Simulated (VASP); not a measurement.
The system is Mg.

```
CELL_PARAMETERS angstrom
0.00000 2.30257 2.30257
2.30257 0.00000 2.30257
2.30257 2.30257 0.00000
ATOMIC_POSITIONS crystal
Mg 0.00000 0.00000 0.00000
```

This isn't the form of Mg at room conditions, which is hcp.

The cell isn't the ideal one: volume scaled by 1.08.

- Program: VASP 6.6.1
- Task: relaxation of cell and atoms
- Functional: revPBE
- Dispersion: D4
- Potentials or basis: VASP PAW PBE potentials, release 64 (Mg)
- Cutoff: 600 eV
- k mesh: 8 × 8 × 8
- Occupations: fermi-dirac, width 0.05 eV
- Spin: non-collinear spin, zero start
- Starting moments: [[0.0, 0.0, 0.0]] μB

At the start: pressure -2.5 GPa; volume 24.42 Å³/atom.

Where does the relaxation end?

Over 16 steps the energy falls by 13.1 meV/atom and the volume is 23.27 Å³/atom (-4.7 %); space group Fm-3m (No. 225, to 0.05 Å); moment 0.00 μB per cell.

Step by step:
| step | energy change (eV) | largest force (eV/Å) | pressure (GPa) | volume (Å³) |
| --- | --- | --- | --- | --- |
| 1 | 0.0000 | 0.0000 | -2.52 | 24.42 |
| 2 | 0.1307 | 0.0000 | 0.31 | 23.09 |
| 3 | -0.0091 | 0.0000 | 62.51 | 23.22 |
| 4 | -0.0008 | 0.0000 | -2.46 | 24.37 |
| 5 | -0.0085 | 0.0000 | -1.79 | 23.79 |
| 6 | -0.0113 | 0.0000 | -1.43 | 23.50 |
| 7 | -0.0125 | 0.0000 | -1.24 | 23.36 |
| 8 | -0.0130 | 0.0000 | -1.05 | 23.29 |
| 9 | -0.0131 | 0.0000 | 1.45 | 23.26 |
| 10 | -0.0065 | 0.0000 | -1.99 | 23.95 |
| 11 | -0.0110 | 0.0000 | -1.48 | 23.54 |
| 12 | -0.0122 | 0.0000 | -1.28 | 23.40 |
| 13 | -0.0127 | 0.0000 | -1.19 | 23.33 |
| 14 | -0.0130 | 0.0000 | -1.06 | 23.29 |
| 15 | -0.0131 | 0.0000 | -0.67 | 23.28 |
| 16 | -0.0131 | 0.0000 | -0.03 | 23.27 |

Final structure:
```
CELL_PARAMETERS angstrom
0.00000 2.26584 2.26584
2.26584 0.00000 2.26584
2.26584 2.26584 0.00000
ATOMIC_POSITIONS crystal
Mg 0.00000 0.00000 0.00000
```

Caveat: the PAW data sets were made with another functional, which shifts forces and pressure a little; pairwise dispersion overbinds metals, which lowers pressure and volume.
